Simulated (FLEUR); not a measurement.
ZrC:

```
CELL_PARAMETERS angstrom
0.00000 2.36500 2.36500
2.36500 0.00000 2.36500
2.36500 2.36500 0.00000
ATOMIC_POSITIONS crystal
Zr 0.50000 0.50000 0.50000
C 0.00000 0.00000 0.00000
```

| Property | Result |
| --- | --- |
| Program | FLEUR MaX-R8.1 (later development tree) |
| Task | single point |
| Functional | PBE |
| Potentials or basis | all-electron |
| Basis | FLAPW |
| Kmax | 4.43 1/bohr |
| k mesh | 10 × 10 × 10 |
| Occupations | fermi-dirac, width 0.05 eV |
| Spin | no spin polarisation |
| Gmax | 13.7 1/bohr |
| Muffin-tin radii | Zr 2.43, C 1.58 bohr |
| lmax | Zr 10, C 8 |
| Local orbitals a species | Zr 5, C 3 |
| Max iterations | 60 |
| Mixing factor | 0.05 |
| Mixer | Anderson |
| Mixer history | 15 |
| Density convergence | 1e-05 me/bohr^3 |

On this cell: largest force zero by symmetry; band gap on the k mesh none (metal or under the smearing width).

The same run follows on a disturbed copy (atoms moved at random, drawn with an rms of 0.05 Å):

```
Zr C
1.0
     0.00000    2.36500    2.36500
     2.36500    0.00000    2.36500
     2.36500    2.36500    0.00000
Zr C
1 1
Direct
  0.49014 0.49591 0.50642
  0.98906 0.99528 0.02158
```

**Question.** What changes?

**Answer.** The energy (extrapolated to zero smearing) moves by +3.9 meV/atom; largest force 0.309 eV/Å; band gap on the k mesh none (metal or under the smearing width).

Forces in eV/Å, atoms in the order of the input:
```
Zr   0.221  0.214 -0.027
C   -0.221 -0.214  0.027
```
